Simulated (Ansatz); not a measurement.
ZrS2:

```xyz
3
Lattice="3.6914 0.0000 0.0000 -1.8457 3.1968 0.0000 0.0000 0.0000 6.0411" Properties=species:S:1:pos:R:3 pbc="T T T"
Zr    0.0000    0.0000    0.0000
S     0.0000    2.1312    1.4372
S     1.8457    1.0656    4.6038
```

The cell is a database's computed one.

| Quantity | Value |
| --- | --- |
| Program | Ansatz 0.2.0 |
| Task | relaxation of cell and atoms |
| Functional | BLYP |
| Potentials or basis | Ansatz PAW |
| Cutoff | 420 eV (not typed: the program's choice for these potentials) |
| k mesh | 8 × 8 × 5 |
| Occupations | fermi-dirac, width 0.05 eV |
| Spin | no spin polarisation |

At the start: volume 23.76 Å³/atom.

**Question.** Where does the relaxation end?

**Answer.** It ends after 23 steps and the volume is 36.84 Å³/atom (+55.0 %); space group P-3m1 (No. 164, to 0.05 Å).

Step by step:
```csv
step,energy change (eV),largest force (eV/Å),volume (Å³)
1,0.0000,0.2754,71.29
2,-0.0452,0.0185,80.99
3,-0.0725,0.0659,79.54
4,-0.0806,0.0034,80.60
5,-0.0853,0.0475,82.58
6,-0.0890,0.0002,85.33
7,-0.0894,0.0064,86.15
8,-0.0895,0.0049,87.04
9,-0.0966,0.0045,87.04
10,-0.1003,0.0095,90.12
11,-0.1031,0.0331,93.83
12,-0.1040,0.0154,95.13
13,-0.1044,0.0638,98.83
14,-0.1048,0.0007,99.16
15,-0.1048,0.0001,99.26
16,-0.1047,0.0005,99.53
17,-0.1081,0.0005,99.53
18,-0.1092,0.0120,102.24
19,-0.1099,0.0317,105.86
20,-0.1101,0.0330,109.48
21,-0.1101,0.0001,109.81
22,-0.1101,0.0011,110.52
23,-0.1118,0.0011,110.52
```

Final structure:
```
Zr S
1.0
     3.76374    0.00000    0.00000
    -1.88187    3.25950    0.00000
     0.00000    0.00000    9.00850
Zr S
1 2
Direct
  0.00000 0.00000 0.00000
  0.33333 0.66667 0.15966
  0.66667 0.33333 0.84034
```

Caveat: the volume moved by over 15 % at a fixed basis, so the end points are rough; the plane-wave basis is chosen anew once the cell has moved, so the energies of steps on either side of that aren't comparable; this functional lacks dispersion, which binds the layers, so the pressure and a relaxed spacing across them are unreliable, and here the layers came unbound; the PAW data sets come from PBE, with cores solved anew for the run's functional, which leaves a small shift of forces and pressure.
